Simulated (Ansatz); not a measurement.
# Ag: equation of state with LDA

Crystal: Ag.

```
Ag
1.0
     0.00000    2.04275    2.04275
     2.04275    0.00000    2.04275
     2.04275    2.04275    0.00000
Ag
1
Direct
  0.00000 0.00000 0.00000
```

```json
{"Program": "Ansatz 0.2.0", "Task": "equation of state", "Functional": "LDA", "Potentials or basis": "JTH PAW LDA", "Cutoff": "1380 eV", "Density cutoff": "6900 eV", "k mesh": "11 × 11 × 11", "Occupations": "fermi-dirac, width 0.05 eV", "Spin": "no spin polarisation"}
```

* Equilibrium volume: 15.99 Å³/atom (rough: see the caveat)
* Bulk modulus: 142 GPa (rough)

Energy against volume, from the lowest point:
```tsv
volume (Å³/atom)	energy (meV/atom)
16.025	0.00
16.366	3.66
16.707	12.77
17.048	26.57
17.389	44.38
17.730	65.62
18.071	89.78
```

All runs of the series together: 12 s on 2 threads of Arm Neoverse V1, with other jobs on the host.

Caveat: the minimum lies outside the volumes run.
